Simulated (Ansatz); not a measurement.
**Response of NaI to small distortions**

```
CELL_PARAMETERS angstrom
0.00000 3.23640 3.23640
3.23640 0.00000 3.23640
3.23640 3.23640 0.00000
ATOMIC_POSITIONS crystal
Na 0.00000 0.00000 0.00000
I 0.50000 0.50000 0.50000
```

Atoms are numbered in the order listed.

Conventional cell: a = 6.473 Å, b = 6.473 Å, c = 6.473 Å, α = 90.00°, β = 90.00°, γ = 90.00°. Around Na (atom 1) lie 6 I at 3.24 Å. Around I (atom 2) lie 6 Na at 3.24 Å.

The cell is COD entry 9008681, as deposited and not checked against the literature; nothing was relaxed.

No spin–orbit coupling, which matters for the heavy atoms here.

Theory: Ansatz 0.2.0, DFT, PBE, all-electron LAPW, scalar-relativistic.

Settings: a Γ-centred 8×8×8 k mesh, Fermi–Dirac smearing of 0.02 eV, basis error target 1 meV/atom, no spin polarisation.

The unchanged cell is at 0.43 GPa.

x, y and z are the Cartesian axes of the cell as listed; fractional coordinates follow a strain, and an engineering shear is twice the off-diagonal strain component.

With equal xy, yz and zx engineering shear strains of +1.5 %: energy change under 1 meV/atom; stress change (xx, yy, zz, yz, xz, xy) 0.00, 0.00, 0.00, -0.11, -0.11, -0.11 GPa, compression positive; gap on the k mesh 3.64 → 3.61 eV.

With xy engineering shear strain of +2 %: energy change under 1 meV/atom; stress change (xx, yy, zz, yz, xz, xy) 0.00, 0.00, 0.00, 0.00, 0.00, -0.14 GPa, compression positive; gap on the k mesh 3.64 → 3.60 eV.

With atom 2 (I) moved by (0.0000, 0.0000, 0.2000) Å: energy change +10 meV/atom; stress change (xx, yy, zz, yz, xz, xy) -0.04, -0.04, 0.73, 0.00, 0.00, 0.00 GPa, compression positive; change of the force on I2 (0.000, 0.000, -0.206) eV/Å; gap on the k mesh 3.64 → 3.65 eV.

(1) What force constant does this one finite step give for I2 along its displacement (all its periodic images move with it)?

## Answers

(1) k = −ΔF·u/|u|² = 1.03 eV/Å², so the force pulls the atom back.
